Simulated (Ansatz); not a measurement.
# Cl: the cost of one run

Method: DFT PBE, scalar-relativistic, plane waves, PAW, in Ansatz 0.2.0.

### Step 1. Starting point

The structure is hexagonal, space group P-6m2 (No. 187). Conventional cell: a = 3.829 Å, b = 3.829 Å, c = 6.420 Å, α = 90.00°, β = 90.00°, γ = 120.00°. Around Cl (site symmetry -6m2) lie 6 Cl at 2.96 Å. Cl (site symmetry 3m) has 1 Cl at 2.49 Å in its first shell of neighbours.

Coordinates:

```xyz
3
Lattice="3.8291 0.0000 0.0000 -1.9145 3.3161 0.0000 0.0000 0.0000 6.4195" Properties=species:S:1:pos:R:3 pbc="T T T"
Cl    1.9145    1.1054    0.0000
Cl    0.0000    2.2107    1.9627
Cl    0.0000    2.2107    4.4569
```

A structure generator made this guess: random cell by space group and Wyckoff sites (P-6m2, No. 187). Lengths come from tabulated atomic sizes and are only a guess.

### Step 2. The guess as it stands, on a coarse mesh

The input, input.yaml:

```yaml
crystal:
  lattice:
    - [3.82907857, 0.0, 0.0]
    - [-1.91453928, 3.31607931, 0.0]
    - [0.0, 0.0, 6.41952874]
  atoms:
    - { symbol: Cl, position: [0.66666667, 0.33333333, 0.0] }
    - { symbol: Cl, position: [0.33333333, 0.66666667, 0.30573195] }
    - { symbol: Cl, position: [0.33333333, 0.66666667, 0.69426805] }
basis:
  ecutwfc: 420
kpoints:
  mp_grid: { grid: [6, 6, 4] }
hamiltonian:
  xc: pbe
scf:
  occupations: { method: gaussian, width: 0.1 }
  lower_state_search: "off"
output:
  forces: true
  stress: true
  eigenvalues: true
```

Command:

```sh
$ ansatz run input.yaml --threads 1 --pin off --max-ram 2560MiB --backend cpu --events-out ev --progress --plain --runs-dir out
```

Q: Estimate wall time and peak memory on 1 thread of Intel Xeon at 2.50GHz (Skylake/Cascade Lake), shared host.

About 3.3 s, with a peak of 0.33 GiB.
